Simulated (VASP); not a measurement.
Runs of VASP 6.6.1 on CdSe. The structure is cubic, space group Fm-3m (No. 225). Conventional cell: a = 5.748 Å, b = 5.748 Å, c = 5.748 Å, α = 90.00°, β = 90.00°, γ = 90.00°. Cd (site symmetry m-3m) has 6 Se at 2.87 Å as nearest neighbours. Se (site symmetry m-3m) has 6 Cd at 2.87 Å as nearest neighbours. Measurements of this composition are mostly on another form, of space group No. 186.

| task | level | potentials or basis | cell | k mesh | cutoff (eV) | mesh quality | gap on the mesh (eV) | pressure (GPa) | relaxed volume (Å³/atom) |
| --- | --- | --- | --- | --- | --- | --- | --- | --- | --- |
| relaxation of cell and atoms | PBEsol | VASP PAW PBE potentials, release 64 (Cd, Se) | relaxed | 12 × 12 × 12 | 600 | not flagged | none | 0.0 | 22.40 |
| single point | PBEsol | VASP PAW PBE potentials, release 64 (Cd, Se) | as given | 12 × 12 × 12 | 520 | not flagged | none | -3.5 | - |
| relaxation of cell and atoms | LDA | VASP PAW LDA potentials, release 64 (Cd, Se) | relaxed | 12 × 12 × 12 | 600 | not flagged | none | 0.0 | 21.69 |
| relaxation of cell and atoms | RPBE | VASP PAW PBE potentials, release 64 (Cd, Se) | relaxed | 12 × 12 × 12 | 600 | not flagged | none | 0.0 | (a) |
| relaxation of cell and atoms | PBEsol | VASP PAW PBE potentials, release 64 (Cd, Se) | relaxed | 12 × 12 × 12 | 580 | not flagged | none | 0.0 | 22.40 |
| relaxation of cell and atoms | PBEsol | VASP PAW PBE potentials, release 64 (Cd, Se) | relaxed | 4 × 4 × 4 | 600 | coarse | none | 0.0 | 22.53 |

Alike in all rows: no spin polarisation; smearing gaussian 0.1 eV.

Fill in the values left out.

(a) 24.65.

Caveats: some runs use coarse meshes; the PAW data sets were made with another functional, which shifts forces and pressure a little (some runs).

A k mesh can miss the band edges, and the runs leave out spin-orbit coupling on Cd, Se.

A gap of «none» marks a metal or a gap under the smearing width.

Runs at the PBE level aren't shown here.
